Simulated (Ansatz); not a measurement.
Consider a crystal of RbH2 in space group Cccm (No. 66), with Rb on 4f; H on 8h.

Computed with DFT PBE, scalar-relativistic, plane waves, PAW (Ansatz). Cutoff 420 eV, Γ-centred mesh, Gaussian smearing, no spin polarisation.

Formation energies are uncorrected and refer to the elements' standard structures at the same level (H₂ as a molecule).

Q: Predict the relaxed structure.

A:

Space group Cccm (No. 66). a = 9.009 Å, b = 9.293 Å, c = 5.170 Å, α = 90.00°, β = 90.00°, γ = 90.00°
```
atom  site  symmetry       x       y       z
  Rb    4f     ..2/m  0.2500  0.7500  0.0000
   H    8h       .2.  0.5000  0.4585  0.7500
```

Rb has 4 H at 3.24 Å and 4 H at 3.75 Å; H has 1 H at 0.77 Å, 2 H at 2.59 Å, 2 H at 2.70 Å, 2 Rb at 3.24 Å and 2 Rb at 3.75 Å. Another local minimum with the same sites may exist.

Q: And its energy and gap?

A: The formation energy is +0.05 eV/atom and the gap on the 6×6×8 mesh of the 6-atom cell is 0 eV (a metal). A positive value: parting into the elements would lower its energy.

The last run used Gaussian smearing of 0.10 eV. With hydrogen, zero-point motion can shift formation energies by some tens of meV/atom. A structure relaxed within its symmetry needn't be a true minimum.
